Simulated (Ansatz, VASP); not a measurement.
This is a calculation of NiO for VASP 6.6.1.

The input INCAR:

```
SYSTEM = NiO
PREC = Accurate ; ENCUT = 520
EDIFF = 1E-7 ; ISMEAR = -1
SIGMA = 0.05 ; LREAL = .False.
LASPH = .True. ; NELM = 120
ALGO = Normal ; ISIF = 2
LWAVE = .False. ; LCHARG = .False.
ISPIN = 2 ; MAGMOM = 1 0
LORBIT = 11 ; LMAXMIX = 4
GGA = PE ; NBANDS = 19
```

KPOINTS

```
regular mesh
0
Gamma
  11 11 11
  0 0 0
```

Contents of POSCAR:

```
NiO
1.0
    0.0000000000      2.0772734528      2.0772734528
    2.0772734528      0.0000000000      2.0772734528
    2.0772734528      2.0772734528      0.0000000000
Ni O
1 1
Direct
    0.0000000000      0.0000000000      0.0000000000
    0.5000000000      0.5000000000      0.5000000000
```

Potentials or basis: VASP PAW PBE potentials, release 64 (Ni, O).

The run is started by

```sh
$ cat potpaw_PBE.64/Ni/POTCAR potpaw_PBE.64/O/POTCAR > POTCAR
$ mpirun -np 1 vasp_std > vasp.out
```

Q: Translate it to Ansatz 0.2.0. Potentials there: Ansatz PAW.

A: As run (the cutoff follows the program's own potentials):

input.yaml

```yaml
crystal:
  lattice:
    - [0.0, 2.0772734528, 2.0772734528]
    - [2.0772734528, 0.0, 2.0772734528]
    - [2.0772734528, 2.0772734528, 0.0]
  atoms:
    - { symbol: Ni, position: [0.0, 0.0, 0.0], spin: 1.0 }
    - { symbol: O, position: [0.5, 0.5, 0.5] }
hamiltonian:
  xc: pbe
  pseudopotentials: { kind: paw }
magnetization:
  spin_polarized: true
kpoints:
  mp_grid: { grid: [11, 11, 11] }
scf:
  occupations: { method: fermi_dirac, width: 0.05 }
output:
  forces: true
  stress: true
  eigenvalues: true
```

Potentials or basis: Ansatz PAW.

Command:

```console
$ ansatz run input.yaml --threads 1 --pin off --max-ram 3584MiB --backend cpu --events-out ev --progress --plain --runs-dir out
```

Both were run:

|  | VASP | Ansatz | Ansatz less VASP |
| --- | --- | --- | --- |
| gap on the k mesh at the Fermi level (eV) | none | none | - |
| pressure (GPa) | 7.3 | 8.0 | +0.62 |
| net moment per atom (μB) | 0.81 | 0.84 | +0.029 |
| size of the moment on the site where the two differ most (μB) | 0.24 | 0.26 | +0.026 |

Site moments also hang on the region over which each program counts them. A gap of «none» marks a metal or a gap that the smearing closes. The functional is the same, so the differences come from potentials, cutoffs and numerics. The two sets of potentials don't hold the same shells in valence.

Caveats: a cell with one magnetic atom can't hold antiferromagnetic order, which such compounds often take; semilocal functionals often make such compounds metallic where correlation or magnetic order opens a gap, which also shifts bond lengths; the pressure holds a Pulay correction of +0.8 GPa for the finite cutoff (Ansatz).
